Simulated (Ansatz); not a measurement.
Write the native input for Ansatz 0.2.0 that does the following.

| Property | Result |
| --- | --- |
| Task | relaxation of cell and atoms |
| Functional | PBEsol |
| Potentials or basis | Ansatz PAW |
| Cutoff | 420 eV (not typed: the program's choice for these potentials) |
| k mesh | 9 × 9 × 5 |
| Occupations | fermi-dirac, width 0.05 eV |
| Spin | no spin polarisation |
| Target pressure | 20 GPa |
| Target pressure (GPa) | 20 |

Pb:

```xyz
2
Lattice="3.4800 0.0000 0.0000 -1.7400 3.0138 0.0000 0.0000 0.0000 5.5900" Properties=species:S:1:pos:R:3 pbc="T T T"
Pb    1.7400    1.0046    4.1925
Pb    0.0000    2.0092    1.3975
```

This isn't the form of Pb at room conditions, which is fcc.

One way to write it, as run:

input.yaml

```yaml
crystal:
  lattice:
    - [3.48, 0.0, 0.0]
    - [-1.74, 3.0137684052, 0.0]
    - [0.0, 0.0, 5.59]
  atoms:
    - { symbol: Pb, position: [0.6666666667, 0.3333333333, 0.75] }
    - { symbol: Pb, position: [0.3333333333, 0.6666666667, 0.25] }
hamiltonian:
  xc: pbesol
  pseudopotentials: { kind: paw }
kpoints:
  mp_grid: { grid: [9, 9, 5] }
scf:
  occupations: { method: fermi_dirac, width: 0.05 }
output:
  forces: true
  stress: true
  eigenvalues: true
relax:
  f_tol: 0.01
  max_steps: 40
  cell: { stress_tol: 0.05, p_target: 20.0 }
```

Potentials or basis: Ansatz PAW.

The run is started by

```sh
$ ansatz run input.yaml --threads 2 --pin off --max-ram 5632MiB --backend cpu --events-out ev --progress --plain --runs-dir out
```

Results of the run:

| Quantity | Value |
| --- | --- |
| Relaxed volume | 23.62 Å³/atom |
| Relaxed cell | a = 3.183 Å, b = 3.183 Å, c = 5.382 Å, α = 90.00°, β = 90.00°, γ = 120.00° |
| Space group after relaxing (to 0.05 Å) | P6_3/mmc (No. 194) |
| Energy change on relaxing (the enthalpy is what falls) | +293.8 meV/atom |
| Ionic steps | 8 |
| Pressure after relaxing | 20.0 GPa |
| Band gap on the k mesh | none (metal or under the smearing width) |

Caveat: the volume moved by over 15 % at a fixed basis, so the end points are rough; the plane-wave basis is chosen anew once the cell has moved, so the energies of steps on either side of that aren't comparable; the PAW data sets come from PBE, with cores solved anew for the run's functional, which leaves a small shift of forces and pressure.

Wall time 7.6 s on 2 threads of Arm Neoverse V2, with other jobs on the host, peak memory 0.34 GiB.
